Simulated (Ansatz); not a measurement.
**Ga2O3 (C2/m): the host for defect calculations**

Before any defect goes in: Ga2O3 (C2/m) at rest, and how it screens a charge.

Main program and level: Ansatz 0.2.0; plane-wave PAW DFT, PBEsol; relaxation of the host's cell and atoms; PAW set soft_1, in the first sound run; inputs show where later runs differ.

## (1) Set-up

The structure is monoclinic, space group C2/m (No. 12). Conventional cell: a = 12.280 Å, b = 3.048 Å, c = 5.817 Å, α = 90.00°, β = 103.76°, γ = 90.00°. Nearest to Ga lie 6 O at 1.94 to 2.08 Å. Nearest to Ga lie 4 O at 1.84 to 1.87 Å. O has 3 Ga at 1.84 to 1.94 Å nearest. Nearest to O lie 4 Ga at 1.87 to 2.08 Å. O has 3 Ga at 1.84 to 1.95 Å nearest. Farther neighbours and most contacts between anions are not listed.

## (2) Host cell relaxation

Cell and atoms are relaxed together, until forces and stress fall under their thresholds.

Input file cell/input.yaml:

```yaml
crystal:
  lattice:
    - [6.1402367, -1.5237837, 0.0]
    - [6.1402367, 1.5237837, 0.0]
    - [-1.3841309, 0.0, 5.6503489]
  atoms:
    - { symbol: Ga, position: [0.3411617, 0.3411617, 0.68526966] }
    - { symbol: Ga, position: [0.6588383, 0.6588383, 0.31473034] }
    - { symbol: Ga, position: [0.9095256, 0.9095256, 0.205214] }
    - { symbol: Ga, position: [0.0904744, 0.0904744, 0.794786] }
    - { symbol: O, position: [0.50353087, 0.50353087, 0.74333591] }
    - { symbol: O, position: [0.49646913, 0.49646913, 0.25666409] }
    - { symbol: O, position: [0.82662894, 0.82662894, 0.43676984] }
    - { symbol: O, position: [0.17337106, 0.17337106, 0.56323016] }
    - { symbol: O, position: [0.16450498, 0.16450498, 0.10915408] }
    - { symbol: O, position: [0.83549502, 0.83549502, 0.89084592] }
basis:
  ecutwfc: 420
  xc_grid: 2
hamiltonian:
  xc: pbesol
  pseudopotentials: { kind: paw, azcp: { folder: soft_1 }, xc_functional: pbe }
kpoints:
  mp_grid: { grid: [9, 9, 5] }
scf:
  occupations: { method: fixed }
  max_iter: 100
relax:
  f_tol: 0.005
  max_steps: 60
  cell: {}
output:
  forces: true
  stress: true
checkpoint:
  write: "../cell.run"
  compress: false
  write_wavefunctions: false
  write_every: 100000
```

Launch:

```bash
$ ansatz run input.yaml --threads 32 --pin off --max-ram 84787MiB --backend cuda --events-out ev --progress --plain --runs-dir out --max-vram 78GiB
```

Numbers of over 12 decimals in the logs are rounded to 6 here.

Log:

```text
[... repeated set-up lines and file paths are left out, and long positions are rounded to six places ...]
basis.fft_grid_basis auto: the FFT boxes are laid along the combinations [[1, -1, 0], [0, 1, 0], [0, 0, 1]] of the cell's own vectors, 3.048, 6.326 and 5.817 Å long. The dense box has 24×45×40 points. [...]
Engine: ansatz 0.2.0, aarch64-unknown-linux-gnu
Pseudopotentials: kind: paw
Pseudopotential: Ga, paw, valence charge 13, recommended cutoff 420 eV (normal), soft_1/Ga.paw.azcp
Pseudopotential: O, paw, valence charge 6, recommended cutoff 420 eV (normal), soft_1/O.paw.azcp
Functional definition: PBEsol
  exchange = pbesol_x
  correlation = pbesol_c
[...]
Crystal: 10 atoms, lattice volume = 105.734 Å³
Basis set: ecut = 420 eV, 2047 PW (Γ), FFT grids on a1−a2, a2, a3, exchange–correlation on 48×90×80 points (8 copies of the dense FFT grid, shifted against one another)
Bands: 54, of which v1, the nominal top of the filled ones, is band 44 counted from 1 (43 counted from 0)
Symmetry: 4 space group operations
Space group: C2/m (ITA 12), of the structure as read, at distance tolerance 4.7e-5 Å
k-points: 115 of 405
Non-local potential: Ga, projectors of the file, l = 0: 2, l = 1: 2, l = 2: 3, l = 3: 1
Non-local potential: O, projectors of the file, l = 0: 2, l = 1: 2, l = 2: 1
PAW form: soft (Blöchl's): semilocal exchange-correlation on the pseudo side does not see the compensation charge
PAW frozen core: Ga, regenerated for the run's functional, and the local potential with it (the file was generated under x = pbe(κ = 0.804, μ = 0.219515), c = pbe(β = 0.066725))
PAW frozen core: O, regenerated for the run's functional, and the local potential with it (the file was generated under x = pbe(κ = 0.804, μ = 0.219515), c = pbe(β = 0.066725))
PAW one-centre angular grid: Ga, 590 points (default); XC on 64 Gauss nodes
PAW one-centre angular grid: O, 110 points (default); XC on 64 Gauss nodes
Initial density: superposition of atomic densities (chi_scale 0.1, normalization cell, long waves kept (reshape's long-wave potential 0.03 eV rms))
Initial wavefunctions: pseudopotential atomic-orbital guess
[...]
Functional: x = pbesol(κ = 0.804, μ = 0.123457), c = pbesol(β = 0.046)
SCF iter   1: F=—  HF=-18344.095752 eV  |Δ(HF+E_count)|=         —  Δρ=1.16e-1  dr2=6.45e0  Hψ=17754
preconditioner: auto → Resta (q_TF=auto, 2.646 Å⁻¹)  ε∞=4.3  [insulator: Δε(μ)=2.633 eV  Ē_g=18.692 eV  n_scr=34 (ndim 8)  ℏωp=33.9 eV  f_vac=0.000  ε∞_Penn≈4.3]
SCF iter   2: F=—  HF=-18342.458576 eV  |Δ(HF+E_count)|=    1.64e0  Δρ=5.24e-2  dr2=1.36e0  Hψ=11931
SCF iter   3: F=—  HF=-18341.930034 eV  |Δ(HF+E_count)|=   5.29e-1  Δρ=1.52e-2  dr2=1.80e-1  Hψ=9556
automatic band count: iteration 3 solves 52 bands in place of 54: the levels show a gap, and the empty bands left out lie too high to hold charge; the band table lists the bands solved (type scf.n_extra_bands for more)
SCF iter   4: F=—  HF=-18341.852786 eV  |Δ(HF+E_count)|=   7.72e-2  Δρ=4.56e-3  dr2=1.75e-2  Hψ=10298
[...]
SCF iter   7: F=—  HF=-18341.865986 eV  |Δ(HF+E_count)|=   1.01e-4  Δρ=2.03e-4  dr2=3.48e-5  Hψ=10629
automatic band count: iteration 7 solves 51 bands in place of 52: the levels show a gap, and the empty bands left out lie too high to hold charge; the band table lists the bands solved (type scf.n_extra_bands for more)
SCF iter   8: F=—  HF=-18341.866351 eV  |Δ(HF+E_count)|=   3.65e-4  Δρ=9.54e-5  dr2=6.73e-6  Hψ=10612
[...]
SCF iter  10: F=-18341.866350 eV  HF=-18341.866350 eV  |Δ(HF+E_count)|=   1.21e-7  Δρ=5.59e-6  dr2=2.60e-8  Hψ=21224
SCF 1 converged in 10 iterations: F = -18341.866350 eV  dr2 = 2.60e-8
  greatest PAW one-centre occupation: 0.998 electrons in one spin orbital (limit 2), on the Ga atom at site 0 (counted from 0), in its partial waves of l = 2
relax step   1: F+E_penalty+E_count = -18341.86635041 eV  Δ(F+E_penalty+E_count) = +0.000e0 eV  max|allowed force component| = 6.936e-2 eV/Å  Δτ_max = 0.0000 Å  P = -0.157 GPa  Ω = 105.734 Å³  (10 SCF iters, dr2 threshold 1.00e-7 eV, accepted)
[... the SCF cycles and remarks between the steps are left out from here to the last step ...]
relax step   2: F+E_penalty+E_count = -18341.86738102 eV  Δ(F+E_penalty+E_count) = -1.031e-3 eV  max|allowed force component| = 2.571e-2 eV/Å  Δτ_max = 0.0061 Å  P = -0.024 GPa  Ω = 105.628 Å³  energy of the carried Pulay correction = +3.168e-4 eV  (5 SCF iters, dr2 threshold 3.01e-7 eV, accepted)
relax step   3: F+E_penalty+E_count = -18341.86756738 eV  Δ(F+E_penalty+E_count) = -1.864e-4 eV  max|allowed force component| = 1.169e-2 eV/Å  Δτ_max = 0.0023 Å  P = +0.009 GPa  Ω = 105.598 Å³  energy of the carried Pulay correction = +4.072e-4 eV  (5 SCF iters, dr2 threshold 8.08e-8 eV, accepted)
relax step   4: F+E_penalty+E_count = -18341.86759572 eV  Δ(F+E_penalty+E_count) = -2.834e-5 eV  max|allowed force component| = 4.025e-3 eV/Å  Δτ_max = 0.0017 Å  P = +0.001 GPa  Ω = 105.600 Å³  energy of the carried Pulay correction = +4.012e-4 eV  (6 SCF iters, dr2 threshold 1.56e-8 eV, accepted)
[...]
iter 1 solved again at ethr=2.65e-8 eV; its pass at ethr=3.10e-3 eV (dr2=2.33e-5 eV) is discarded
SCF iter   1: F=—  HF=-18341.866758 eV  |Δ(HF+E_count)|=         —  Δρ=1.30e-5  dr2=3.08e-8  Hψ=35722
[...]
SCF iter   2: F=—  HF=-18341.867153 eV  |Δ(HF+E_count)|=   3.95e-4  Δρ=6.71e-6  dr2=1.13e-8  Hψ=10626
SCF iter   3: F=—  HF=-18341.867153 eV  |Δ(HF+E_count)|=   8.87e-9  Δρ=2.65e-6  dr2=1.45e-9  Hψ=10201
SCF iter   4: F=—  HF=-18341.867153 eV  |Δ(HF+E_count)|=   1.25e-9  Δρ=4.05e-7  dr2=1.28e-10  Hψ=10553
SCF iter   5: F=-18341.867153 eV  HF=-18341.867153 eV  |Δ(HF+E_count)|=  3.27e-11  Δρ=1.60e-7  dr2=2.71e-11  Hψ=29546
SCF 5 converged in 5 iterations: F = -18341.867153 eV  dr2 = 2.71e-11
relax step   5: F+E_penalty+E_count = -18341.86715300 eV  Δ(F+E_penalty+E_count) = +4.427e-4 eV  max|allowed force component| = 4.038e-3 eV/Å  Δτ_max = 0.0000 Å  P = -0.006 GPa  Ω = 105.600 Å³  stress off target by 1.53e-2 GPa  SCF on the basis re-selected at this cell (its energy is not comparable with the rows above)  (5 SCF iters)
basis re-selected at this cell: Δ(F+E_penalty+E_count) = +4.427e-4 eV, ΔP = -0.007 GPa vs the last step (what re-selecting the basis moved, of the pressure what is left beyond the Pulay correction that the steps carried, after the strain that the cell walked [...]
SCF converged after 5 iterations
Free energy (F): -18341.867153 eV
Harris-Foulkes:  -18341.867153 eV  (|F-HF|=1.09e-11)
Internal energy: -18341.867153 eV  (E = F + TS)
E sigma→0 (E₀):  -18341.867153 eV
Fermi energy:    7.896301 eV
--- Per-component energies (eV) ---
  E_band       = -117.497854
  E_kinetic    = 1459.548086
  E_local      = -7006.174224  (includes V_loc(G=0)·N_el)
  E_nonlocal   = -27.710326
  E_hartree    = 4086.600159
  E_xc         = -669.816607
  E_vxc        = -762.543904  (∫ρ·V_xc dr)
  E_paw        = -8788.293074  (= ΣΔE_a)
  E_vpaw       = -1953.821545  (= ΣTr[D̂ρ^β])
  E_aug_tail   = 0.003682  (compensation charges beyond the density's cutoff)
  E_ewald      = -7399.688492
  E_core_change = 3.663644  (= ΣΔE_core)
  E_smearing   = -0.000000  (= −TS)
  E_closure    = -0.000000  (closes the sum)
  Σ components = -18341.867153   (vs F -18341.867153, Δ=0.00e0)
--- Forces (eV/Å), atoms counted from 1 ---
  atom   1  Ga    -0.00226740     0.00000000     0.00403790
  atom   2  Ga     0.00226740     0.00000000    -0.00403790
  atom   3  Ga     0.00247832     0.00000000     0.00227103
  atom   4  Ga    -0.00247832     0.00000000    -0.00227103
  atom   5  O     -0.00026092     0.00000000     0.00039603
  atom   6  O      0.00026092     0.00000000    -0.00039603
  [... 4 more lines of this table ...]
  max |Σ_I F_I| component: 8.67e-19 eV/Å
--- Stress (GPa, compression-positive) ---
       -0.003692       0.000000      -0.013438
        0.000000      -0.014087       0.000000
       -0.013438       0.000000       0.000169
  P = ⅓ Tr σ = -0.0059 GPa (-0.059 kbar)
--- Band table (eV; the first three rows and the last of 115) ---
  k-point 0: bands = ["-10.9315", "-9.7516", "-9.7327", "-9.6286", "-9.1420", "-9.1359", "-5.0401", "-5.0069", "-5.0015", "-4.9521", [... rest cut ...]
  k-point 1: bands = ["-10.8599", "-9.8945", "-9.7385", "-9.5627", "-9.2017", "-9.0918", "-5.0289", "-5.0082", "-5.0025", "-4.9503", [... rest cut ...]
--- Relaxed structure (4 steps of the walk, 4 accepted, 1 SCFs on fresh bases) ---
  F+E_penalty+E_count = -18341.86715300 eV   max|allowed force component| = 4.038e-3 eV/Å   (the final SCF, on the basis selected at the relaxed cell)
  cell:  # Å, volume = 105.5998 Å³
    - [6.138979, -1.523649, 0.00393443]
    - [6.138979, 1.523649, 0.00393443]
    - [-1.380227, -3.3618280307896437e-19, 5.643958]
  atoms:
    - { symbol: Ga, position: [0.341276, 0.341276, 0.685440] }
    - { symbol: Ga, position: [0.658724, 0.658724, 0.314560] }
    - { symbol: Ga, position: [0.909492, 0.909492, 0.204603] }
    - { symbol: Ga, position: [0.090508, 0.090508, 0.795397] }
    - { symbol: O, position: [0.503788, 0.503788, 0.744085] }
    - { symbol: O, position: [0.496212, 0.496212, 0.255915] }
  [... 4 more lines of this table ...]
```

Run time: 4.8 s. Hardware: 1 × NVIDIA GB200 with 32 threads of Arm Neoverse V2, shared host; peak memory 1 GiB; 19 s of CPU time.

Relaxation path:

```csv
step,energy less that of the first step (eV),largest force component (eV/Å),pressure (GPa),volume (Å³)
1,0.0000,0.0694,-0.16,105.73
2,-0.0010,0.0257,-0.02,105.63
3,-0.0012,0.0117,0.01,105.60
4,-0.0012,0.0040,0.00,105.60
5*,-0.0008,0.0040,-0.01,105.60
```

Relaxation steps marked * repeat the geometry before them on a plane-wave basis chosen anew for their cell, so energy and pressure can jump there.

The run keeps the 4 symmetry operations that it works with, so distortions that break them were not tested.

```csv
cell as run,before,after,change
a (Å),6.326,6.325,-0.0 %
b (Å),6.326,6.325,-0.0 %
c (Å),5.817,5.810,-0.1 %
α (°),103.35,103.29,-0.1 %
β (°),103.35,103.29,-0.1 %
volume (Å³/atom),10.57,10.56,-0.1 %
```

Numbers from this step:

| Quantity | Value |
| --- | --- |
| pressure | -0.005870 GPa |

The cell shrank by 0.1 % in volume. From the first step to the last the energy fell by 0.001 eV, across changes of basis, and the largest move was 0.009 Å (O10 and 1 other atom alike).

## (3) Dielectric tensors of the host

The response to a uniform electric field gives the electronic dielectric tensor.

This step: plane-wave PAW DFPT, PBEsol; dielectric tensors, Born charges and zone-centre modes of the host; PAW set soft_1 (Ansatz 0.2.0).

Input file eps/input.yaml:

```yaml
crystal:
  lattice:
    - [6.1389790983, -1.5236491004, 0.0039344338]
    - [6.1389790983, 1.5236491004, 0.0039344338]
    - [-1.3802268796, 0.0, 5.6439576092]
  atoms:
    - { symbol: Ga, position: [0.3412764858, 0.3412764858, 0.6854403771] }
    - { symbol: Ga, position: [0.6587235142, 0.6587235142, 0.3145596229] }
    - { symbol: Ga, position: [0.9094922641, 0.9094922641, 0.2046026177] }
    - { symbol: Ga, position: [0.0905077359, 0.0905077359, 0.7953973823] }
    - { symbol: O, position: [0.5037884346, 0.5037884346, 0.7440849188] }
    - { symbol: O, position: [0.4962115654, 0.4962115654, 0.2559150812] }
    - { symbol: O, position: [0.8267873152, 0.8267873152, 0.4372393251] }
    - { symbol: O, position: [0.1732126848, 0.1732126848, 0.5627606749] }
    - { symbol: O, position: [0.1652740744, 0.1652740744, 0.1095265368] }
    - { symbol: O, position: [0.8347259256, 0.8347259256, 0.8904734632] }
basis:
  ecutwfc: 420
hamiltonian:
  xc: pbesol
  pseudopotentials: { kind: paw, azcp: { folder: soft_1 }, xc_functional: pbe }
kpoints:
  mp_grid: { grid: [8, 8, 4] }
scf:
  occupations: { method: fixed }
  max_iter: 100
phonons:
  method: dfpt
  dielectric: true
  rigid_motions: translations
```

Log:

```text
[...]
Crystal: 10 atoms, lattice volume = 105.600 Å³
Basis set: ecut = 420 eV, 2045 PW (Γ), exchange–correlation on 90×90×80 points (8 copies of the dense FFT grid, shifted against one another)
Bands: 54, of which v1, the nominal top of the filled ones, is band 44 counted from 1 (43 counted from 0)
Symmetry: 4 space group operations
k-points: 132 of 256 (irreducible under 1 space group operation, time reversal used)
[...]
SCF iter   1: F=—  HF=-18344.096144 eV  |Δ(HF+E_count)|=         —  Δρ=1.16e-1  dr2=6.45e0  Hψ=20872
[...]
SCF iter   2: F=—  HF=-18342.459636 eV  |Δ(HF+E_count)|=    1.64e0  Δρ=5.24e-2  dr2=1.36e0  Hψ=13819
[...]
SCF iter  13: F=-18341.866998 eV  HF=-18341.866998 eV  |Δ(HF+E_count)|=  2.18e-11  Δρ=1.57e-7  dr2=1.89e-11  Hψ=40550
SCF 1 converged in 13 iterations: F = -18341.866998 eV  dr2 = 1.89e-11
[...]
the response reads at least the filled bands of the reference SCF and the lowest empty band at each k-point, and that SCF's band table does not vouch for those bands. The notice of the band table in this run's record says why
[...]
NSCF: frozen V_eff on 1 k-points
[...]
NSCF: frozen V_eff on 78 k-points, pencils in batches of 32, up to order 216
[...]
DFPT response loops at q = (0, 0, 0) (fractional): preconditioner auto → Resta (q_TF=auto, 2.647 Å⁻¹)  ε∞=5.2 (no band partly filled); β = 1.00, the filter's whole step (`scf.mixing.beta` (0.50) is not read by the response loops at its default; [...]
[...]
DFPT response loops at Γ: preconditioner auto → Resta (q_TF=auto, 2.647 Å⁻¹)  ε∞=5.2 (no band partly filled); β = 1.00, the filter's whole step (`scf.mixing.beta` (0.50) is not read by the response loops at its default; [...]
── the response to a field inside a basis, on 10×10×6 k-points: an SCF that follows is theirs, and a resumed run solves both again ──
[...]
Bands: 45, of which v1, the nominal top of the filled ones, is band 44 counted from 1 (43 counted from 0)
k-points: 165 of 600
[...]
Eigensolver: Dense (165 Hₖ)
SCF iter   1: F=—  HF=-18341.691028 eV  |Δ(HF+E_count)|=         —  Δρ=8.24e-4  dr2=1.70e-4
[...]
SCF 1 converged in 6 iterations: F = -18341.691150 eV  dr2 = 7.46e-9
[...]
SCF converged after 13 iterations
[...]
-1.44588   -0.00000   -0.05883
        -0.00000   -2.10533   -0.00000
        -0.03339   -0.00000   -2.51161
    site 9:
        -1.44588   -0.00000   -0.05883
        -0.00000   -2.10533   -0.00000
        -0.03339   -0.00000   -2.51161
  Z* charge neutrality: 1.995e-2 e pre-enforcement
  solved inside a basis spanned on kpoints, on 10×10×6 k-points, its susceptibility summed on 14×14×8: ε∞ is read to err by 1.7e-2, Z* by 2.1e-2 e (field_mesh: kpoints solves on kpoints); Z* is corrected for what the basis lacks
  optical modes at Γ without the LO–TO term, one row a degenerate level:
      ω (cm⁻¹)  modes    IR ((D/Å)²/amu)
        106.04      1             0.0000
        108.05      1             0.0000
        141.59      1             0.0000
        147.52      1             0.1267
        159.95      1             0.0000
        188.51      1            11.2133
        188.84      1             0.0000
        246.16      1             8.1598
        268.48      1             0.6177
        294.67      1            14.4162
        307.33      1             0.0000
        336.70      1             0.0000
        342.70      1             0.0000
        344.40      1             5.1553
        382.72      1             0.0000
        412.92      1            29.5274
        436.40      1            24.3838
        450.74      1             0.0000
        461.48      1             0.0000
        548.52      1            32.2937
        603.33      1             0.0000
        629.91      1             0.0000
        631.11      1             0.0000
        640.08      1            13.2580
        661.49      1             8.5905
        714.04      1             4.6695
        733.30      1             0.0000
  optical modes at Γ + LO–TO along q̂ = [1.0000, 0.0000, 0.0000]:
      ω (cm⁻¹)  modes    IR ((D/Å)²/amu)
        106.04      1             0.0000
        108.05      1             0.0000
        141.59      1             0.0000
        147.52      1             0.1267
        159.95      1             0.0000
        188.84      1             0.0000
        191.03      1            10.7489
[...]
optical modes at Γ + LO–TO along q̂ = [0.0000, 1.0000, 0.0000]:
      ω (cm⁻¹)  modes    IR ((D/Å)²/amu)
[...]
optical modes at Γ + LO–TO along q̂ = [0.0000, 0.0000, 1.0000]:
      ω (cm⁻¹)  modes    IR ((D/Å)²/amu)
[...]
436.40      1            24.3838
        450.74      1             0.0000
        457.84      1            23.2530
        461.48      1             0.0000
        603.33      1             0.0000
        629.91      1             0.0000
        631.11      1             0.0000
        632.50      1            21.4866
        640.08      1            13.2580
        677.27      1             7.4136
        733.30      1             0.0000
        759.03      1            29.7135
```

The job ended after 29 s (1 × NVIDIA GB200 with 32 threads; peak memory 5.6 GiB; 4.5 min of CPU time).

Reading the cycles: dr2 is the Hartree energy of the density residual (eV), the measure of convergence; HF is the Harris–Foulkes estimate of the energy, which meets the free energy F at convergence.

Electronic dielectric tensor:

```
4.10 0.00 0.00
0.00 4.20 0.00
0.00 0.00 4.21
```

Static dielectric tensor:

```
11.09  0.00 -0.77
 0.00 10.92  0.00
-0.77  0.00 13.61
```

The principal values of the electronic dielectric tensor are 4.10, 4.20 and 4.21. The principal values of the static dielectric tensor are 10.87, 10.92 and 13.83.

(Continued in part 2 of 2.)

[Logs are printed without paths, hosts, clocks, repeated set-up lines and the standing remarks that a program may print on its own settings, such as how far it seeks lower states.]

[Hosts, paths, dates, database ids (printed as entryN), source tags and the programs' standing remarks are cut or masked in the printed files.]

[Runs of the host that timed out are not shown.]

[For some hosts the program warned that the k-mesh of the response run may be too coarse for force constants and the static dielectric constant; such warnings are not always shown.]

[The program warned that the k-mesh of a response run behind this text may be too coarse: force constants, and the static dielectric constant and all else formed from them, are not shown converged.]
